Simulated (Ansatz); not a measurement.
**Lattice vibrations of ZrN at Γ**

All numbers below come from DFT PBE, scalar-relativistic, plane waves, PAW (Ansatz 0.2.0). Cutoff 420 eV, 16×16×16 k-points (Γ-centred), Fermi-Dirac smearing of 0.15 eV. No spin polarisation. Phonons by linear response, acoustic sum rule imposed.

Equilibrium structure at this level:
```yaml
crystal:
  lattice:
    - [0.00000, 2.29785, 2.29785]
    - [2.29785, 0.00000, 2.29785]
    - [2.29785, 2.29785, 0.00000]
  atoms:
    - { symbol: Zr, position: [0.00000, 0.00000, 0.00000] }
    - { symbol: N, position: [0.50000, 0.50000, 0.50000] }
```

In a metal, frequencies and elastic constants depend on the k mesh and the smearing, soft modes and shear constants most. Spin polarisation was left out, and a magnetic state may lie lower.

Optical modes at Γ; i marks an imaginary frequency:
```json
{"frequency (THz)": "14.23", "degeneracy": "3"}
```

All 3 optical modes at Γ are real: no displacement of atoms at fixed cell lowers the energy to second order. Strains and modes at other wave vectors aren't tested by this run.

Cost: 1 run of about 0.47 core-minutes, on Intel Xeon Processor @ 2.70GHz (shared hosts).